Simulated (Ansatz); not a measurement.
A 12-atom cell of SnO2 (Pa-3) from a materials database, relaxed with r2SCAN. It is cubic, Pa-3 (No. 205); conventional cell a = 5.101 Å, 11.06 Å³ an atom. Sn is surrounded by 6 O at 2.08 Å; O is surrounded by 3 Sn at 2.08 Å.

```cif
data_structure
_symmetry_space_group_name_H-M 'Pa-3'
_symmetry_Int_Tables_number 205
_cell_length_a 5.1006
_cell_length_b 5.1006
_cell_length_c 5.1006
_cell_angle_alpha 90.000
_cell_angle_beta 90.000
_cell_angle_gamma 90.000
_cell_volume 132.69
loop_
_atom_site_label
_atom_site_type_symbol
_atom_site_symmetry_multiplicity
_atom_site_Wyckoff_symbol
_atom_site_fract_x
_atom_site_fract_y
_atom_site_fract_z
_atom_site_occupancy
Sn1 Sn 4 a 0.00000 0.50000 0.50000 1
O1 O 8 c 0.33973 0.16027 0.83973 1
```

The questions ask for values computed with the PAW code Ansatz on this geometry. No magnetic order and no zero-point or thermal motion.

Given (6×6×6 mesh): The r2SCAN gap is indirect, 1.59 eV (k = (0, 0.135, 0.385) to Γ), below the direct gap of 1.68 eV at Γ.

(1) What does PBE+SOC give for the gap (6×6×6 mesh)?

(2) What does HSE06 give for the gap (4×4×4 mesh)?

(3) What does PBE0 give for the gap (4×4×4 mesh)?

(4) How strongly does the crystal screen a field with clamped ions (r2SCAN)?

(5) Relaxed again with PBEsol, is the cell stable at the zone centre, and where do its optical modes lie?

(6) What do these levels agree on?

Results:

(1) With PBE+SOC the valence top lies at k = (0, 0.135, 0.385) and the conduction bottom at Γ, 0.99 eV higher; the smallest vertical gap, at Γ, is 1.07 eV. The gap differs by -0.60 eV from r2SCAN's.

(2) The HSE06 gap is indirect, 2.57 eV (k = (0, 0.135, 0.385) to Γ), below the direct gap of 2.68 eV at Γ. The gap differs by +0.98 eV from r2SCAN's.

(3) The PBE0 gap is indirect, 3.27 eV (k = (0, 0.135, 0.385) to Γ), below the direct gap of 3.37 eV at Γ. The gap differs by +1.68 eV from r2SCAN's.

(4) The electronic dielectric tensor ε∞ is 4.77 in all directions. Born charges, averaged over directions: Sn +4.42, O -2.21 e. The program notes that the ground state's band table doesn't vouch for all the bands that the response reads.

(5) The zone-centre optical frequencies run from 96 to 631 cm⁻¹, none imaginary (the rest of the zone wasn't tested). With the long-range field the highest mode reaches 659 cm⁻¹. By the program's warning the force constants, and with them frequencies and ε⁰, aren't converged on this mesh.

(6) All these functionals give a gap of the same kind, indirect.

Only the levels marked +SOC include spin-orbit coupling.

Where an edge lies off the special points, it is a point of the mesh or the k point where a search put PBE's edge or least direct gap, reused for the other functionals, whose own edges may lie a little apart.

Coordinates of k points refer to the reciprocal vectors of the primitive cell of the runs.

The meshes of the hybrids are coarse, so their gaps aren't converged to the digits shown.

PBE's own run along the path (0.99 eV) came before the search for the edges and missed one, so it isn't listed.
